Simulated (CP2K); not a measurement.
A run of CP2K 2026.2:

Contents of aln_bands.inp:

```
&GLOBAL
  PROJECT aln_bands
  RUN_TYPE ENERGY_FORCE
  PRINT_LEVEL LOW
&END GLOBAL
&FORCE_EVAL
  METHOD QS
  STRESS_TENSOR ANALYTICAL
  &DFT
    BASIS_SET_FILE_NAME BASIS_MOLOPT_UZH
    POTENTIAL_FILE_NAME POTENTIAL_UZH
    &MGRID
      CUTOFF 675
      REL_CUTOFF 60
      NGRIDS 5
    &END MGRID
    &QS
      METHOD GPW
      EPS_DEFAULT 1.0E-9
    &END QS
    &KPOINTS
      SCHEME MONKHORST-PACK 10 10 10
      GAMMA_CENTERED T
      SYMMETRY T
      SYMMETRY_BACKEND SPGLIB
    &END KPOINTS
    &SCF
      SCF_GUESS ATOMIC
      EPS_SCF 1.0E-6
      MAX_SCF 100
      ADDED_MOS 10
      CHOLESKY OFF
      EPS_EIGVAL 1.0E-7
      &DIAGONALIZATION ON
        ALGORITHM STANDARD
      &END DIAGONALIZATION
      &MIXING ON
        METHOD BROYDEN_MIXING
        ALPHA 0.4
        BETA 1.5
        NBUFFER 8
      &END MIXING
      &SMEAR ON
        METHOD FERMI_DIRAC
        ELECTRONIC_TEMPERATURE 580.23
      &END SMEAR
    &END SCF
    &XC
      &XC_FUNCTIONAL
        &GGA_X_RPW86
        &END GGA_X_RPW86
        &LDA_C_PW
        &END LDA_C_PW
      &END XC_FUNCTIONAL
      &VDW_POTENTIAL
        POTENTIAL_TYPE NON_LOCAL
        &NON_LOCAL
          TYPE LMKLL
          KERNEL_FILE_NAME vdW_kernel_table.dat
          CUTOFF 300
        &END NON_LOCAL
      &END VDW_POTENTIAL
    &END XC
    &PRINT
      &KPOINTS ON
      &END KPOINTS
      &MULLIKEN ON
      &END MULLIKEN
      &MO ON
        ENERGIES T
        OCCUPATION_NUMBERS T
        &EACH
          QS_SCF 0
        &END EACH
        ADD_LAST NUMERIC
      &END MO
      &BAND_STRUCTURE
        FILE_NAME bands.bs
        ADDED_MOS 2
        &KPOINT_SET
          UNITS B_VECTOR
          NPOINTS 10
          SPECIAL_POINT GAMMA 0.00000000 0.00000000 0.00000000
          SPECIAL_POINT X 0.50000000 0.00000000 0.50000000
          SPECIAL_POINT W 0.50000000 0.25000000 0.75000000
          SPECIAL_POINT K 0.37500000 0.37500000 0.75000000
          SPECIAL_POINT GAMMA 0.00000000 0.00000000 0.00000000
          SPECIAL_POINT L 0.50000000 0.50000000 0.50000000
          SPECIAL_POINT U 0.62500000 0.25000000 0.62500000
          SPECIAL_POINT W 0.50000000 0.25000000 0.75000000
          SPECIAL_POINT L 0.50000000 0.50000000 0.50000000
          SPECIAL_POINT K 0.37500000 0.37500000 0.75000000
        &END KPOINT_SET
        &KPOINT_SET
          UNITS B_VECTOR
          NPOINTS 10
          SPECIAL_POINT U 0.62500000 0.25000000 0.62500000
          SPECIAL_POINT X 0.50000000 0.00000000 0.50000000
        &END KPOINT_SET
      &END BAND_STRUCTURE
    &END PRINT
  &END DFT
  &SUBSYS
    &CELL
      A 3.0886333121 0.0000000000 0.0000000000
      B 1.5443166561 2.6748349113 0.0000000000
      C 1.5443166561 0.8916116371 2.5218585391
      PERIODIC XYZ
    &END CELL
    &COORD
      SCALED
      Al  0.0000000000 0.0000000000 0.0000000000
      N   0.2500000000 0.2500000000 0.2500000000
    &END COORD
    &KIND Al
      BASIS_SET TZVP-MOLOPT-PBE-GTH-q3
      POTENTIAL GTH-PBE-q3
    &END KIND
    &KIND N
      BASIS_SET TZVP-MOLOPT-PBE-GTH-q5
      POTENTIAL GTH-PBE-q5
    &END KIND
    &PRINT
      &ATOMIC_COORDINATES ON
      &END ATOMIC_COORDINATES
      &CELL ON
      &END CELL
    &END PRINT
  &END SUBSYS
  &PRINT
    &FORCES ON
    &END FORCES
    &STRESS_TENSOR ON
    &END STRESS_TENSOR
  &END PRINT
&END FORCE_EVAL
```

Potentials or basis: POTENTIAL_UZH Al GTH-PBE-q3, N GTH-PBE-q5; TZVP-MOLOPT-PBE-GTH basis.

The run is started by

```sh
$ OMP_NUM_THREADS=1 cp2k.psmp -i aln_bands.inp -o aln_bands.out
```

Hardware: 1 thread of Intel(R) Xeon(R) 6975P-C (Granite Rapids) (shared host).

**Question.** How long does it take, and how much memory?

**Answer.** Run time: 36 s on 1 thread of Intel(R) Xeon(R) 6975P-C (Granite Rapids), with other jobs on the host, peak memory 0.37 GiB. Counts: scf iterations 13, k points 47, basis 34, bands 14, force evaluations 1.
